**Q:** These are the vibrations of a platinum crystal. It has one kind of atom and one kind of short bond, so why does the table not show a single frequency?

GPAW 26.7.0, AM05 with D4 dispersion, PAW, 510 eV plane-wave cutoff, no spin polarisation or spin–orbit coupling. Harmonic phonons of fcc platinum at the relaxed cell, from finite displacements in a 2×2×2 supercell; k mesh 12×12×12 for the primitive cell and 6×6×6 for the supercell, Fermi–Dirac smearing 0.05 eV.

```
row  phonon q row (row)  phonon frequency (cm⁻¹)
  1                   1                     0.00
  2                   1                     0.00
  3                   1                     0.00
  4                   2                    99.20
  5                   2                    99.20
  6                   2                   206.90
  7                   3                    99.20
  8                   3                    99.20
  9                   3                   206.90
 10                   4                   134.70
 11                   4                   134.70
 12                   4                   200.80
 13                   5                    99.20
 14                   5                    99.20
 15                   5                   206.90
 16                   6                   134.70
 17                   6                   134.70
 18                   6                   200.80
 19                   7                   134.70
 20                   7                   134.70
 21                   7                   200.80
 22                   8                    99.20
 23                   8                    99.20
 24                   8                   206.90
```

**A:** First see which rows are really different. The column "phonon q row" numbers the wave vectors, that is, the direction and wavelength of each vibration. Wave vector 1 is Γ, where the whole crystal shifts as one piece; no bond changes, so the frequency is zero. Wave vectors 4, 6 and 7 are the point X in equivalent directions, and 2, 3, 5 and 8 are the point L. That leaves four different nonzero frequencies to explain, two at L and two at X.

**Q:** What do the atoms do at L and X?

**A:** At both points the crystal moves as a stack of flat atomic planes, each going the opposite way to the next. At X the planes are stacked along a cube edge, at L along a cube diagonal. In the longitudinal mode the planes move towards and away from each other; in the two transverse modes they slide past each other. Cubic symmetry makes the two sliding directions equivalent, so the frequency that appears twice at each point is the transverse one.

**Q:** Then sliding is easier than squeezing, since the doubled value is the lower one. But from L to X the transverse frequency climbs from 99 to 135 cm⁻¹, while the longitudinal one slips from 207 to 201 cm⁻¹. Why don't they change together?

**A:** Think of each short bond as a spring that resists only a change of its length. Bonds inside a plane do no work, because their two ends move together. Each atom has 6 bonds to the adjacent planes at L and 8 at X. The bonds at L stand more upright between the planes, so each resists squeezing strongly and sliding weakly. At X they lean over more.

Going from L to X therefore adds bonds but tilts them. For squeezing, the extra bonds make up for the poorer angle, and the stiffness hardly changes. For sliding, the number and the tilt both help, so the stiffness rises.

**Q:** Can you put numbers to that?

**A:** Let $k$ be the stiffness of one spring, $n$ the number of bonds from an atom to the adjacent planes, and $\theta$ the angle between a bond and the motion. The atoms at the two ends move oppositely, which doubles the stretch. One factor $\cos\theta$ gives the part of the motion that stretches the bond, and a second gives the part of the force that pulls the atom back. The stiffness felt by an atom is thus

$$K = 2k\,n\,\overline{\cos^2\theta},$$

where the bar means an average over these bonds.

For squeezing, the average is 2/3 at L and 1/2 at X, so $K=8k$ at both points. The squared cosines along three perpendicular directions add up to one, and the two sliding directions share what squeezing leaves over. Each gets 1/6 at L and 1/4 at X, hence $K=2k$ and $K=4k$.

**Q:** And the frequencies?

**A:** The moving mass is the same in every mode, so frequency goes as the square root of stiffness. Take the longitudinal value at X, 200.8 cm⁻¹, to set the scale. The transverse mode at X has half that stiffness, which gives

$$200.8\ \text{cm}^{-1}\times\sqrt{4/8}\approx 142\ \text{cm}^{-1}.$$

The density functional calculation gives 134.7 cm⁻¹, so the estimate is about 5 % too high. The two frequencies at L come out within 3 % of the computed ones; the output below shows them.

**Q:** Would springs to the next shell of neighbours remove the remaining errors?

**A:** Not by themselves. At X, second neighbours move in step, so such springs would leave the 5 % error untouched. At L they would raise both squared frequencies by the same amount, whereas the computed longitudinal value lies above the estimate and the transverse one slightly below it. My guess is that the electrons of the metal also carry sideways and longer-ranged forces. The small longitudinal drop from L to X is one of these errors, since the bond count gives no change there. None of them has been tested with a finer k mesh.

**Q:** May I use the frequencies themselves for real platinum?

**A:** With caution. Relaxation shrank the cell by about 2.5 % in volume from its starting size. If that starting size is close to the measured one, the frequencies are probably somewhat high, because closer atoms usually mean stiffer bonds. The effect of the neglected spin-orbit coupling is untested. A common stiffening of all bonds would cancel in the ratios, which is why the pattern is safer than the values.

For another wave in a metal of this structure, start in the same way: find which neighbours move out of step and by how much, count the bonds between them, and ask how far each bond points along the motion.

Printed output of the fit:

```
rows with zero frequency: 3
rows equal to the L transverse value: 8
rows equal to the L longitudinal value: 4
rows equal to the X transverse value: 6
rows equal to the X longitudinal value: 3
transverse change from L to X, 1/cm: 35.5
longitudinal change from L to X, 1/cm: -6.1
longitudinal over transverse frequency at L: 2.086
longitudinal over transverse frequency at X: 1.491
bond-count stiffness, L longitudinal, bond springs: 8
bond-count stiffness, L transverse, bond springs: 2
bond-count stiffness, X longitudinal, bond springs: 8
bond-count stiffness, X transverse, bond springs: 4
estimated L longitudinal frequency, 1/cm: 200.8
estimated L transverse frequency, 1/cm: 100.4
estimated X transverse frequency, 1/cm: 142
estimate less computed, L longitudinal, percent: -2.948
estimate less computed, L transverse, percent: 1.21
estimate less computed, X transverse, percent: 5.41
computed less estimated squared frequency, L longitudinal, percent of X longitudinal squared: 6.168
computed less estimated squared frequency, L transverse, percent of X longitudinal squared: -0.594
computed less estimated squared frequency, X transverse, percent of X longitudinal squared: -5
relaxed volume against starting volume, percent: -2.521
nearest-neighbour distance in the relaxed cell, angstrom: 2.75
```
